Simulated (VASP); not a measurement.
Given:

```
CELL_PARAMETERS angstrom
      0.00000     3.04376     3.04376
      3.04376     0.00000     3.04376
      3.04376     3.04376     0.00000
ATOMIC_POSITIONS crystal
  Zn 0.00000 0.00000 0.00000
  Te 0.25000 0.25000 0.25000
```

These are PBE GGA with D3 dispersion (Becke-Johnson damping), VASP's PBE PAW potentials (set 64) (plane waves; VASP) values and carry that method's errors. Settings: 520 eV cut-off, 8×8×8 Γ-centred mesh, tetrahedra with Blöchl corrections, potentials Zn Te.

Unless said otherwise, spin-orbit coupling is left out, though it shifts the bands of the heavy elements here.

**Question.** What does the run give for the energy per atom (σ→0), band gap (on the k-mesh) with the smallest direct gap where there is one?

**Answer.** 
The band gap (on the k-mesh) comes out as 1.28 eV and the smallest direct gap (on the k-mesh) comes out as 1.28 eV. The energy per atom (σ→0) comes out as -2.933 eV/atom.

The absolute energy has meaning only against runs of the same code, potentials and settings.

The compound is ZnTe in the zinc blende structure. It was relaxed first.
